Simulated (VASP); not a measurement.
# MnS: DFT+U with U raised in steps, by symmetry

MnS, P6_3mc (no. 186), 4 atoms in the cell. PBEsol, DFT+U, U raised in steps; PAW potentials Mn_pv, S (PBE set).

| Symmetry (ISYM) | U at once less U in steps (meV/atom) | Gap with U at once (eV) | Time (s) |
|---|---|---|---|
| 0 | 0.0 | 2.31 | 158 |
| 2 | 0.0 | 2.31 | 58 |

## Input of the first row

INCAR.step1:
```
ALGO = Normal
AMIX = 0.2
AMIX_MAG = 0.8
BMIX = 1E-4
BMIX_MAG = 1E-4
EDIFF = 1E-6
ENCUT = 520
GGA = PS
ISMEAR = 0
ISPIN = 2
ISYM = 0
LASPH = True
LCHARG = True
LDAU = True
LDAUJ = 0 0
LDAUL = 2 -1
LDAUPRINT = 1
LDAUTYPE = 2
LDAUU = 0 0
LMAXMIX = 4
LORBIT = 11
LREAL = False
LWAVE = True
MAGMOM = 5 -5 0 0
NELM = 200
PREC = Accurate
SIGMA = 0.05
```

INCAR.step2, as INCAR.step1 but for:
```
- LDAUU = 0 0
+ ICHARG = 1
+ ISTART = 1
+ LDAUU = 1 0
```

INCAR.step3, as INCAR.step2 but for:
```
- LDAUU = 1 0
+ LDAUU = 2 0
```

INCAR.step4 to INCAR.step5 change the same tag again: LDAUU = 3 0, 4 0.

INCAR.step6, as INCAR.step5 but for:
```
- ICHARG = 1
- ISTART = 1
- LCHARG = True
- LWAVE = True
+ LCHARG = False
+ LWAVE = False
```

KPOINTS:
```
k-points
0
Gamma
  6 6 3
```

POSCAR:
```
MnS
1.0
    3.9535769233      0.0000000000      0.0000000000
   -1.9767884617      3.4238980514      0.0000000000
    0.0000000000      0.0000000000      6.3425288600
Mn S
2 2
Direct
    0.6666666667      0.3333333333      0.4988446700
    0.3333333333      0.6666666667      0.9988446700
    0.3333333333      0.6666666667      0.6261543000
    0.6666666667      0.3333333333      0.1261543000
```

Commands (each step's output is kept before the next begins):
```
cat potpaw_PBE.64/Mn_pv/POTCAR potpaw_PBE.64/S/POTCAR > POTCAR
cp INCAR.step1 INCAR
mpirun -np 4 vasp_std > vasp.out
cp INCAR.step2 INCAR
mpirun -np 4 vasp_std > vasp.out
cp INCAR.step3 INCAR
mpirun -np 4 vasp_std > vasp.out
cp INCAR.step4 INCAR
mpirun -np 4 vasp_std > vasp.out
cp INCAR.step5 INCAR
mpirun -np 4 vasp_std > vasp.out
rm WAVECAR CHGCAR CHG
cp INCAR.step6 INCAR
mpirun -np 4 vasp_std > vasp.out
```

Changes of the last row against the first:
```
(all steps)
- ISYM = 0
+ ISYM = 2
```

VASP 6.6.1 took 158 s on 4 cores (Intel Xeon 6975P-C (Granite Rapids)), a shared host.
